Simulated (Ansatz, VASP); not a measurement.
# One calculation of Ru, two programs

```xyz
1
Lattice="2.4309 0.0000 0.0000 0.0000 2.4309 0.0000 0.0000 0.0000 2.4309" Properties=species:S:1:pos:R:3 pbc="T T T"
Ru    0.0000    0.0000    0.0000
```

Alike in both runs: task single point; functional LDA; k mesh 14 × 14 × 14; occupations fermi-dirac, width 0.1 eV; no spin polarisation.

```csv
,VASP,Ansatz
version,VASP 6.6.1,Ansatz 0.2.0
potentials or method,"VASP PAW LDA potentials, release 64 (Ru_pv)","plane waves (420 eV) with PAW, scalar-relativistic"
plane-wave cutoff (eV),520,420
valence electrons in the cell,14,16
```

|  | VASP | Ansatz | Ansatz less VASP |
| --- | --- | --- | --- |
| pressure (GPa) | 13.1 | 12.0 | -1.13 |

The two sets of potentials don't hold the same shells in valence. Ansatz warned: «pseudo_functional_mismatch».
